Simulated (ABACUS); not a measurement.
The system is Zr.

```
Zr
1.0
     3.23200    0.00000    0.00000
    -1.61600    2.79899    0.00000
     0.00000    0.00000    5.14700
Zr
2
Direct
  0.66667 0.33333 0.75000
  0.33333 0.66667 0.25000
```

```yaml
Program: ABACUS 3.10.1
Task: single point
Functional: PBEsol
Potentials_or_basis: PseudoDojo NC SR 0.4.1 PBEsol standard
Cutoff: 898 eV
Density_cutoff: 3592 eV
Basis: plane waves
k_mesh: 9 × 9 × 5
Occupations: fermi-dirac, width 0.05 eV
Spin: no spin polarisation
```

On this cell: pressure -3.2 GPa; largest force under 0.003 eV/Å; band gap on the k mesh none (metal or under the smearing width).

The same run follows on a disturbed copy (atoms moved at random, drawn with an rms of 0.05 Å):

```
CELL_PARAMETERS angstrom
3.23200 0.00000 0.00000
-1.61600 2.79899 0.00000
0.00000 0.00000 5.14700
ATOMIC_POSITIONS crystal
Zr 0.66214 0.33864 0.74918
Zr 0.34713 0.68258 0.24458
```

Question: What does the disturbed cell give?

Answer: The energy (extrapolated to zero smearing) moves by +1.0 meV/atom; pressure -3.2 GPa; largest force 0.096 eV/Å; band gap on the k mesh none (metal or under the smearing width).

Forces in eV/Å, atoms in the order of the input:
```
Zr   0.034  0.024 -0.087
Zr  -0.034 -0.024  0.087
```

Stress tensor (GPa, compression positive):
```
-3.69 -0.27 -0.01
-0.27 -3.29  0.00
-0.01  0.00 -2.61
```
